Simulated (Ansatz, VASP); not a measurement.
## Two plane-wave programs on BaS

POSCAR

```
BaS
1.0
    0.0000000000      3.5194117709      3.5194117709
    3.5194117709      0.0000000000      3.5194117709
    3.5194117709      3.5194117709      0.0000000000
Ba S
1 1
Direct
    0.0000000000      0.0000000000      0.0000000000
    0.2500000000      0.2500000000      0.2500000000
```

INCAR.step1

```
SYSTEM = BaS
PREC = Accurate
ENCUT = 520
ISMEAR = 0
SIGMA = 0.01
LREAL = .FALSE.
LASPH = .TRUE.
NELM = 80
NBANDS = 15
GGA = PE
ALGO = Normal
EDIFF = 1E-4
LWAVE = .TRUE.
LCHARG = .FALSE.
```

File INCAR.step2:

```
SYSTEM = BaS
PREC = Accurate
ENCUT = 520
EDIFF = 1E-6
ISMEAR = 0
SIGMA = 0.01
LREAL = .FALSE.
LASPH = .TRUE.
NELM = 80
ALGO = Normal
ISIF = 2
LWAVE = .FALSE.
LCHARG = .TRUE.
METAGGA = R2SCAN
LMIXTAU = .TRUE.
LELF = .TRUE.
LVHAR = .TRUE.
NBANDS = 15
ISTART = 1
```

File KPOINTS:

```
Automatic mesh
0
G
  6 6 6
  0 0 0
```

Input for Ansatz:

```yaml
crystal:
  lattice:
    - [0.0, 3.5194117709, 3.5194117709]
    - [3.5194117709, 0.0, 3.5194117709]
    - [3.5194117709, 3.5194117709, 0.0]
  atoms:
    - { symbol: Ba, position: [0.0, 0.0, 0.0] }
    - { symbol: S, position: [0.25, 0.25, 0.25] }
kpoints:
  mp_grid: { grid: [6, 6, 6] }
  band_path:
    path:
      - [0.0, 0.0, 0.0]
      - [-0.5, -0.5, 0.0]
      - [-0.375, -0.375, 0.25]
      - [-0.375, 0.0, 0.375]
      - [0.0, 0.0, 0.5]
      - [-0.5, -0.25, 0.25]
      - [0.25, -0.5, -0.25]
    npoints: 1
hamiltonian:
  xc: r2scan
scf:
  occupations: { method: fixed }
  n_extra_bands: 4
output:
  forces: true
  stress: true
  eigenvalues: true
```

Alike in both runs: task single point; functional r2SCAN; k mesh 6 × 6 × 6; no spin polarisation.

|  | VASP | Ansatz |
| --- | --- | --- |
| version | VASP 6.6.1 | Ansatz 0.2.0 |
| potentials or method | VASP PAW PBE potentials, release 64 (Ba_sv, S) | plane waves, PAW |
| plane-wave cutoff (eV) | 520 | 500 |
| occupations | gaussian, width 0.01 eV | fixed |
| valence electrons in the cell | 16 | 16 |

|  | VASP | Ansatz | Ansatz less VASP |
| --- | --- | --- | --- |
| gap on the k mesh at the Fermi level (eV) | 3.08 | 3.07 | -0.015 |
| pressure (GPa) | 0.4 | 0.0 | -0.41 |

Caveats: the PAW data sets were made with another functional, which shifts forces and pressure a little (VASP); spin-orbit coupling is left out, which moves the levels of the heavy elements. A k mesh can miss the band edges. r2SCAN opens gaps a little over a GGA but as a rule still falls short of measured ones.
